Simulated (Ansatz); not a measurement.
# CdTe (F-43m) in Ansatz: a series of runs, part 2 of 2

Ansatz 0.2.0. The steps go on from the part before.

### 5 Ladder of functionals, PBEsol+D3(BJ)+ATM, spin-orbit coupling, no magnetisation

File run.py:

```python
import json

import ase.io
import numpy as np

import ansatz as az

atoms = ase.io.read("CdTe.cif")
atoms.info.pop("occupancy", None)

calculation = (
    az.Crystal.from_ase(atoms)
    .calculation()
    .kpoints(7, 7, 7)
    .functional("pbesol", dispersion="d3bjatm")
    .pseudopotentials(kind="nc_fr", accuracy="stringent", xc_functional="pbesol")
    .spin("noncollinear", soc=True)
    .occupations(method="methfessel_paxton", width=0.15)
    .xc_energy_on_converged_density(("lda", "pbe", "rpbe", "revpbe", "blyp"))
    .forces()
    .stress()
    .band_table(publish=True)
)
outcome = calculation.run(threads=2, events_out="events.jsonl")

report = outcome.report
for line in open("events.jsonl"):
    event = json.loads(line)
    if event["event"] == "scf_iter":
        d = event["data"]
        print(f"SCF {d['iter']:3d}  HF = {d['harris_foulkes_ev']:.6f} eV  dr2 = {d['dr2_ev']:.2e} eV")
    elif event["event"] in ("relax_step", "md_step"):
        d = event["data"]
        print(f"{event['event']} {d['step']:3d}  E = {d['lagrangian_ev']:.6f} eV")
np.set_printoptions(precision=5, suppress=True, linewidth=110)
print("converged:", report["converged"], "after", report["n_iterations"], "iterations")
print(f"free energy {report['free_energy_ev']:.6f} eV, Fermi level {report['fermi_energy_ev']:.4f} eV")
for key in ("band_edges_ev", "magnetization_mub", "site_moments_mub", "site_moments_nc_mub", "forces_ev_ang",
                "stress_gpa"):
    if report.get(key) is not None:
        print(key, np.array(report[key]), sep="\n")
```

File CdTe.cif:

```cif
data_CdTe
_cell_length_a 4.53255447
_cell_length_b 4.53255447
_cell_length_c 4.53255447
_cell_angle_alpha 60.00000000
_cell_angle_beta 60.00000000
_cell_angle_gamma 60.00000000
_space_group_name_H-M_alt 'P1'
_space_group_name_Hall 'P 1'
_space_group_IT_number 1
loop_
_space_group_symop_operation_xyz
'x,y,z'
loop_
_atom_site_label
_atom_site_type_symbol
_atom_site_symmetry_multiplicity
_atom_site_Wyckoff_symbol
_atom_site_fract_x
_atom_site_fract_y
_atom_site_fract_z
_atom_site_occupancy
Te1 Te 1 a 0.7500000000 0.7500000000 0.7500000000 1
Cd1 Cd 1 a 0.0000000000 0.0000000000 0.0000000000 1
```

Potentials or basis: PseudoDojo PBEsol stringent.

Command:

```bash
> python run.py
```

The log of the run:

```text
DeckWarning: basis.ecutwfc = 1632.683175 eV, auto-derived from the records' recommended cutoffs: set by Cd (normal level)
PlacementWarning: RAYON_NUM_THREADS=2 ignored (pool sized by the plan → 2); use plan(threads=…)
SCF   1  HF = -12390.307148 eV  dr2 = 5.32e-01 eV
SCF   2  HF = -12390.145217 eV  dr2 = 1.05e-01 eV
SCF   3  HF = -12390.115100 eV  dr2 = 1.22e-02 eV
SCF   4  HF = -12390.113123 eV  dr2 = 7.32e-04 eV
SCF   5  HF = -12390.112962 eV  dr2 = 2.81e-05 eV
SCF   6  HF = -12390.112084 eV  dr2 = 1.98e-06 eV
SCF   7  HF = -12390.112083 eV  dr2 = 1.62e-07 eV
SCF   8  HF = -12390.112083 eV  dr2 = 4.44e-09 eV
converged: True after 8 iterations
free energy -12390.112083 eV, Fermi level 9.1866 eV
magnetization_mub
0.0
site_moments_nc_mub
[[0. 0. 0.]
 [0. 0. 0.]]
forces_ev_ang
[[ 0. -0.  0.]
 [-0. -0. -0.]]
stress_gpa
[[ 0.26423  0.      -0.     ]
 [ 0.       0.26423 -0.     ]
 [-0.      -0.       0.26423]]
```

engine_input.yaml:

```text
crystal:
  lattice:
    - [4.53255447, 0.0, 0.0]
    - [2.2662772350000004, 3.925307315056712, 0.0]
    - [2.2662772350000004, 1.308435771685571, 3.7008152276236808]
  atoms:
    - { symbol: Te, position: [0.7499999999999999, 0.7500000000000001, 0.75] }
    - { symbol: Cd, position: [0.0, 0.0, 0.0] }
kpoints:
  mp_grid:
    grid: [7, 7, 7]
hamiltonian:
  xc: pbesol
  dispersion: d3bjatm
  pseudopotentials:
    kind: nc_fr
    accuracy: stringent
    xc_functional: pbesol
magnetization:
  noncollinear: true
  spin_orbit: true
scf:
  occupations:
    method: methfessel_paxton
    width: 0.15
output:
  xc_energy_on_converged_density: [lda, pbe, rpbe, revpbe, blyp]
  forces: true
  stress: true
  eigenvalues: true
```

Wall time 32 s (2 threads of AMD EPYC 9R14 (Zen 4), shared host); peak memory 1.6 GiB.

Results:

```
Free energy            : -12390.1121 eV
Pressure               : 0.3 GPa
Band gap on the k mesh : 0.48 eV, direct
```

Levels at points of the mesh, in eV from the valence-band top:
| k point | band 42 | band 43 | band 44 | band 45 | band 46 | band 47 |
| --- | --- | --- | --- | --- | --- | --- |
| (0.00, 0.00, 0.00) | 0.00 | 0.00 | 0.00 | 0.48 | 0.48 | 4.02 |

Caveat: odd divisions of the mesh miss points on the zone boundary, where band edges often lie, so the gap on the mesh can be too wide.

### 6 Equation of state, RPBE+D3(BJ)+ATM

File run.py:

```python
import json

import ase.io
import numpy as np
from ase.calculators.calculator import CalculationFailed, Calculator
from ase.stress import full_3x3_to_voigt_6_stress
from ase.units import GPa
from ase.eos import EquationOfState

import ansatz as az

class AnsatzCalculator(Calculator):
    implemented_properties = ["energy", "free_energy", "forces", "stress", "magmom"]

    def calculate(self, atoms, properties, system_changes):
        super().calculate(atoms, properties, system_changes)
        structure = atoms.copy()
        structure.set_constraint()
        structure.set_momenta(None)
        structure.set_masses(None)
        outcome = (
            az.Crystal.from_ase(structure)
            .calculation()
            .basis(xc_grid=2)
            .kpoints(7, 7, 7)
            .functional("rpbe", dispersion="d3bjatm")
            .pseudopotentials(kind="nc", source="spms")
            .scf(tolerance=2e-10)
            .occupations(method="gaussian", width=0.15)
            .forces()
            .stress()
            .run(threads=2)
        )
        if not outcome.report["converged"]:
            raise CalculationFailed("SCF not converged")
        report = outcome.report
        self.results = {
            "free_energy": report["lagrangian_ev"],
            "energy": report["lagrangian_ev"],
            "forces": np.array(report["forces_ev_ang"]),
            "stress": -GPa * full_3x3_to_voigt_6_stress(report["stress_gpa"]),
            "magmom": report["magnetization_mub"],
        }

np.set_printoptions(precision=5, suppress=True, linewidth=110)
atoms = ase.io.read("CdTe.xyz")
atoms.calc = AnsatzCalculator()
cell = atoms.cell.copy()
volumes, energies = [], []
for x in (0.94, 0.96, 0.98, 1.0, 1.02, 1.04, 1.06):
    atoms.set_cell(cell * x ** (1 / 3), scale_atoms=True)
    volumes.append(atoms.get_volume() / len(atoms))
    energies.append(atoms.get_potential_energy() / len(atoms))
    print(f"x {x:.2f}  V = {volumes[-1]:.4f} A^3/atom  E = {energies[-1]:.6f} eV/atom  P = {-atoms.get_stress()[:3].mean() / GPa:.3f} GPa")
v0, e0, b0 = EquationOfState(volumes, energies, eos="murnaghan").fit()
print(f"V0 = {v0:.4f} A^3/atom, E0 = {e0:.6f} eV/atom, B0 = {b0 / GPa:.2f} GPa")
```

File CdTe.xyz:

```xyz
2
Lattice="0.0000000000 3.2050000000 3.2050000000 3.2050000000 0.0000000000 3.2050000000 3.2050000000 3.2050000000 0.0000000000" Properties=species:S:1:pos:R:3 pbc="T T T"
Te     4.8075000000      4.8075000000      4.8075000000
Cd     0.0000000000      0.0000000000      0.0000000000
```

Potentials or basis: SPMS NC.

Command:

```bash
> python run.py
```

The log of the run:

```text
DeckWarning: basis.ecutwfc = 680.2846561497 eV, auto-derived from the records' recommended cutoffs: set by Te (normal level)
PlacementWarning: RAYON_NUM_THREADS=2 ignored (pool sized by the plan → 2); use plan(threads=…)
x 0.94  V = 30.9465 A^3/atom  E = -3639.262947 eV/atom  P = 0.631 GPa
x 0.96  V = 31.6050 A^3/atom  E = -3639.263150 eV/atom  P = -0.517 GPa
x 0.98  V = 32.2634 A^3/atom  E = -3639.258887 eV/atom  P = -1.539 GPa
x 1.00  V = 32.9218 A^3/atom  E = -3639.250659 eV/atom  P = -2.450 GPa
x 1.02  V = 33.5803 A^3/atom  E = -3639.238881 eV/atom  P = -3.261 GPa
x 1.04  V = 34.2387 A^3/atom  E = -3639.223978 eV/atom  P = -3.982 GPa
x 1.06  V = 34.8972 A^3/atom  E = -3639.206265 eV/atom  P = -4.623 GPa
V0 = 31.3014 A^3/atom, E0 = -3639.263648 eV/atom, B0 = 54.69 GPa
```

engine_input.yaml:

```text
crystal:
  lattice:
    - [0.0, 3.1395734784333746, 3.1395734784333746]
    - [3.1395734784333746, 0.0, 3.1395734784333746]
    - [3.1395734784333746, 3.1395734784333746, 0.0]
  atoms:
    - { symbol: Te, position: [0.75, 0.75, 0.75] }
    - { symbol: Cd, position: [0.0, 0.0, 0.0] }
basis:
  xc_grid: 2
kpoints:
  mp_grid:
    grid: [7, 7, 7]
hamiltonian:
  xc: rpbe
  dispersion: d3bjatm
  pseudopotentials:
    kind: nc
    source: spms
scf:
  convergence:
    dr2_threshold: 2.0e-10
  occupations:
    method: gaussian
    width: 0.15
output:
  forces: true
  stress: true
```

It took 11 s on 2 threads of AMD EPYC 9R14 (Zen 4), shared host; peak memory 0.49 GiB.

What came out:

* Equilibrium volume: 31.30 Å³/atom
* Bulk modulus: 54 GPa
* Pressure derivative of the bulk modulus: 4.6

Energy against volume, from the lowest point:
```tsv
volume (Å³/atom)	energy (meV/atom)
30.947	0.20
31.605	0.00
32.263	4.26
32.922	12.49
33.580	24.27
34.239	39.17
34.897	56.89
```

Caveat: the potentials were made for another functional, which shifts forces and pressure. The run has no spin-orbit coupling, so splittings on Te are missing.

### 7 Ladder of functionals, LDA, collinear spin, random start

File run.py:

```python
import json

import ase.io
import numpy as np

import ansatz as az

atoms = ase.io.read("CdTe.cif")
atoms.info.pop("occupancy", None)
atoms.set_initial_magnetic_moments([0.57, 0.36, -0.38, -0.58, 0.0, 0.0, 0.0, 0.0])

calculation = (
    az.Crystal.from_ase(atoms)
    .calculation()
    .kpoints(4, 4, 4)
    .functional("lda")
    .pseudopotentials(kind="nc", accuracy="standard")
    .spin("collinear")
    .occupations(method="tetrahedron")
    .xc_energy_on_converged_density(("pbe", "pbesol", "rpbe", "revpbe", "blyp", "r2scan"))
    .forces()
    .stress()
)
outcome = calculation.run(threads=2, events_out="events.jsonl")

report = outcome.report
for line in open("events.jsonl"):
    event = json.loads(line)
    if event["event"] == "scf_iter":
        d = event["data"]
        print(f"SCF {d['iter']:3d}  HF = {d['harris_foulkes_ev']:.6f} eV  dr2 = {d['dr2_ev']:.2e} eV")
    elif event["event"] in ("relax_step", "md_step"):
        d = event["data"]
        print(f"{event['event']} {d['step']:3d}  E = {d['lagrangian_ev']:.6f} eV")
np.set_printoptions(precision=5, suppress=True, linewidth=110)
print("converged:", report["converged"], "after", report["n_iterations"], "iterations")
print(f"free energy {report['free_energy_ev']:.6f} eV, Fermi level {report['fermi_energy_ev']:.4f} eV")
for key in ("band_edges_ev", "magnetization_mub", "site_moments_mub", "site_moments_nc_mub", "forces_ev_ang",
                "stress_gpa"):
    if report.get(key) is not None:
        print(key, np.array(report[key]), sep="\n")
```

File CdTe.cif:

```cif
data_CdTe
_cell_length_a 6.41000000
_cell_length_b 6.41000000
_cell_length_c 6.41000000
_cell_angle_alpha 90.00000000
_cell_angle_beta 90.00000000
_cell_angle_gamma 90.00000000
_space_group_name_H-M_alt 'F-43m'
_space_group_name_Hall 'F -4 2 3'
_space_group_IT_number 216
loop_
_space_group_symop_operation_xyz
'x,y,z'
'y,-x,-z'
'-x,-y,z'
'-y,x,-z'
'x,-y,-z'
'y,x,z'
'-x,y,-z'
'-y,-x,z'
'z,x,y'
'-z,y,-x'
'z,-x,-y'
'-z,-y,x'
'-z,x,-y'
'z,y,x'
'-z,-x,y'
'z,-y,-x'
'y,z,x'
'-x,-z,y'
'-y,z,-x'
'x,-z,-y'
'-y,-z,x'
'x,z,y'
'y,-z,-x'
'-x,z,-y'
'x,y+1/2,z+1/2'
'y,-x+1/2,-z+1/2'
'-x,-y+1/2,z+1/2'
'-y,x+1/2,-z+1/2'
'x,-y+1/2,-z+1/2'
'y,x+1/2,z+1/2'
'-x,y+1/2,-z+1/2'
'-y,-x+1/2,z+1/2'
'z,x+1/2,y+1/2'
'-z,y+1/2,-x+1/2'
'z,-x+1/2,-y+1/2'
'-z,-y+1/2,x+1/2'
'-z,x+1/2,-y+1/2'
'z,y+1/2,x+1/2'
'-z,-x+1/2,y+1/2'
'z,-y+1/2,-x+1/2'
'y,z+1/2,x+1/2'
'-x,-z+1/2,y+1/2'
'-y,z+1/2,-x+1/2'
'x,-z+1/2,-y+1/2'
'-y,-z+1/2,x+1/2'
'x,z+1/2,y+1/2'
'y,-z+1/2,-x+1/2'
'-x,z+1/2,-y+1/2'
'x+1/2,y,z+1/2'
'y+1/2,-x,-z+1/2'
'-x+1/2,-y,z+1/2'
'-y+1/2,x,-z+1/2'
'x+1/2,-y,-z+1/2'
'y+1/2,x,z+1/2'
'-x+1/2,y,-z+1/2'
'-y+1/2,-x,z+1/2'
'z+1/2,x,y+1/2'
'-z+1/2,y,-x+1/2'
'z+1/2,-x,-y+1/2'
'-z+1/2,-y,x+1/2'
'-z+1/2,x,-y+1/2'
'z+1/2,y,x+1/2'
'-z+1/2,-x,y+1/2'
'z+1/2,-y,-x+1/2'
'y+1/2,z,x+1/2'
'-x+1/2,-z,y+1/2'
'-y+1/2,z,-x+1/2'
'x+1/2,-z,-y+1/2'
'-y+1/2,-z,x+1/2'
'x+1/2,z,y+1/2'
'y+1/2,-z,-x+1/2'
'-x+1/2,z,-y+1/2'
'x+1/2,y+1/2,z'
'y+1/2,-x+1/2,-z'
'-x+1/2,-y+1/2,z'
'-y+1/2,x+1/2,-z'
'x+1/2,-y+1/2,-z'
'y+1/2,x+1/2,z'
'-x+1/2,y+1/2,-z'
'-y+1/2,-x+1/2,z'
'z+1/2,x+1/2,y'
'-z+1/2,y+1/2,-x'
'z+1/2,-x+1/2,-y'
'-z+1/2,-y+1/2,x'
'-z+1/2,x+1/2,-y'
'z+1/2,y+1/2,x'
'-z+1/2,-x+1/2,y'
'z+1/2,-y+1/2,-x'
'y+1/2,z+1/2,x'
'-x+1/2,-z+1/2,y'
'-y+1/2,z+1/2,-x'
'x+1/2,-z+1/2,-y'
'-y+1/2,-z+1/2,x'
'x+1/2,z+1/2,y'
'y+1/2,-z+1/2,-x'
'-x+1/2,z+1/2,-y'
loop_
_atom_site_label
_atom_site_type_symbol
_atom_site_symmetry_multiplicity
_atom_site_Wyckoff_symbol
_atom_site_fract_x
_atom_site_fract_y
_atom_site_fract_z
_atom_site_occupancy
Te1 Te 4 c 0.2500000000 0.2500000000 0.2500000000 1
Cd1 Cd 4 a 0.0000000000 0.0000000000 0.0000000000 1
```

Potentials or basis: PseudoDojo standard.

Command:

```bash
> python run.py
```

The log of the run:

```text
DeckWarning: output.forces, output.stress, relax.cell or npt_langevin: where a Kohn–Sham band that disperses or a degenerate level is filled in part under the method tetrahedron, the forces or the stress that this run publishes need not agree with its energy (scf.occupations.method in the input reference, under Limitations); prefer a smearing scheme for the forces or the stress
DeckWarning: basis.ecutwfc = 1387.780699 eV, auto-derived from the records' recommended cutoffs: set by Cd (normal level)
PlacementWarning: RAYON_NUM_THREADS=2 ignored (pool sized by the plan → 2); use plan(threads=…)
RunWarning: the starting moments were not kept: the SCF closed with an absolute magnetisation of 1.1e-5 μB, where they sum to 1.89 μB in size (4 sites). That is at most 0.1 of that sum. Measured as dr2_m measures the in/out step, that magnetisation stands 4.4e-12 eV from none, at or under the dr2_threshold of 1.0e-7 eV: it is no larger than a step whose dr2_m would equal this threshold. The system may hold no moment; this SCF sh [...]
SCF   1  HF = -30463.796163 eV  dr2 = 2.73e+00 eV
SCF   2  HF = -30463.271125 eV  dr2 = 1.18e+00 eV
SCF   3  HF = -30462.936237 eV  dr2 = 9.84e-02 eV
SCF   4  HF = -30462.934060 eV  dr2 = 3.29e-02 eV
SCF   5  HF = -30462.931574 eV  dr2 = 2.51e-03 eV
SCF   6  HF = -30462.935084 eV  dr2 = 1.57e-04 eV
SCF   7  HF = -30462.936920 eV  dr2 = 7.74e-05 eV
SCF   8  HF = -30462.937480 eV  dr2 = 4.96e-05 eV
SCF   9  HF = -30462.938478 eV  dr2 = 4.36e-06 eV
SCF  10  HF = -30462.938481 eV  dr2 = 1.29e-06 eV
SCF  11  HF = -30462.938482 eV  dr2 = 2.48e-07 eV
SCF  12  HF = -30462.938482 eV  dr2 = 1.39e-08 eV
SCF  13  HF = -30462.938482 eV  dr2 = 8.92e-10 eV
converged: True after 13 iterations
free energy -30462.938482 eV, Fermi level 7.8091 eV
band_edges_ev
[7.80914 8.41679]
magnetization_mub
0.0
site_moments_mub
[-0. -0.  0.  0. -0. -0. -0. -0.]
forces_ev_ang
[[ 0.  0.  0.]
 [ 0.  0.  0.]
 [ 0.  0.  0.]
 [ 0.  0.  0.]
 [ 0.  0.  0.]
 [ 0. -0. -0.]
 [-0.  0. -0.]
 [-0. -0.  0.]]
stress_gpa
[[-0.02615  0.       0.     ]
 [ 0.      -0.02615  0.     ]
 [ 0.       0.      -0.02614]]
```

Wall time 4.5 min (2 threads of AMD EPYC 9R14 (Zen 4), shared host); peak memory 3.9 GiB.

Results:

* Free energy: -30462.9385 eV
* Pressure: 0.0 GPa
* Band gap on the k mesh: 0.61 eV
* Net moment: 0.00 μB per cell
* Absolute moment: 0.00 μB per cell

Caveat: spin-orbit coupling is left out, which moves the levels of the heavy elements; with tetrahedron occupations forces and stress needn't match the slope of the energy; the starting moments weren't kept.

### 8 Summary

```tsv
task	level	potentials or basis	spin	k mesh	cutoff (eV)	smearing	driver	points for each segment of the path	q mesh	eos	conventional	gap on the mesh (eV)	pressure (GPa)
band structure	r2SCAN	Ansatz PAW polarizable	off	7 × 7 × 7	500	fixed	chain	14	-	-	-	1.39	3.2
band structure	r2SCAN	Ansatz PAW polarizable	off	7 × 7 × 7	500	fixed	-	14	-	-	-	1.39	3.2
phonons	PBE+D3(BJ)	PseudoDojo LDA	off	6 × 6 × 6	1388	fixed	chain	8	2 × 2 × 2	-	-	0.88	-
ladder of functionals	PBEsol+D3(BJ)+ATM	PseudoDojo PBEsol stringent	SOC, no magnetisation	7 × 7 × 7	1633	methfessel-paxton 0.15 eV	chain	-	-	-	-	0.48	0.3
equation of state	RPBE+D3(BJ)+ATM	SPMS NC	off	7 × 7 × 7	680	gaussian 0.15 eV	calculator	-	-	murnaghan	-	-	-
ladder of functionals	LDA	PseudoDojo standard	collinear, random start	4 × 4 × 4	1388	tetrahedron	chain	-	-	-	yes	0.61	0.0
```

Alike in all rows: cell as given.

Caveats: spin-orbit coupling is left out, which moves the levels of the heavy elements (some runs); the potentials were made for another functional, which shifts forces and pressure (some runs); the PAW data sets were made with another functional, which shifts forces and pressure a little (some runs); the PAW data sets come from PBE, with cores solved anew for the run's functional, which leaves a small shift of forces and pressure (some runs); odd divisions of the mesh miss points on the zone boundary, where band edges often lie, so the gap on the mesh can be too wide (some runs); with tetrahedron occupations forces and stress needn't match the slope of the energy (some runs); the starting moments weren't kept (some runs).

Total energies depend on the potentials used, so only differences within one code and one set of settings carry meaning.

### 9 Comparison with measurements

Step 2. A measured gap of CdTe is 1.607 eV (0 K; a printed reference work, data compilation); the calculated 1.39 eV misses it by -0.22 eV. Spin-orbit coupling on Cd, Te is left out. The value is that of r2SCAN, without temperature or zero-point motion.

Step 3. Against the measured gap of CdTe, 1.607 eV (0 K; a printed reference work, data compilation), the calculated 1.39 eV is off by -0.22 eV. Spin-orbit coupling on Cd, Te is left out. The value is that of r2SCAN, without temperature or zero-point motion.

Step 4. A measured gap of CdTe is 1.607 eV (0 K; a printed reference work, data compilation); the calculated 0.88 eV misses it by -0.73 eV. Spin-orbit coupling on Cd, Te is left out. The value is that of PBE+D3(BJ), without temperature or zero-point motion. Semilocal functionals fall short of measured gaps as a rule.

Step 5. Measured gap of CdTe: 1.607 eV (0 K; a printed reference work, data compilation). This calculation gives 0.48 eV (-1.12 eV). So large a miss can be the level of theory's own, or it may mean another phase, state or a wrong row. The value is that of PBEsol+D3(BJ)+ATM, without temperature or zero-point motion. Semilocal functionals fall short of measured gaps as a rule.

Step 6. Measured bulk modulus of CdTe: 42 GPa (powder; quoted in “Multiscale insight into the Cd1-xZnxTe vibrational-mechanical properties -- High-pressure experiments and ab initio calculations”, 2023, arxiv:2306.14539). This calculation gives 54 GPa (+29.6 %). The fit is for a static lattice scaled at fixed shape and fixed fractional positions.

Step 7. Against the measured gap of CdTe, 1.607 eV (0 K; a printed reference work, data compilation), the calculated 0.61 eV is off by -1.00 eV. Spin-orbit coupling on Cd, Te is left out. The value is that of LDA, without temperature or zero-point motion. Semilocal functionals fall short of measured gaps as a rule.
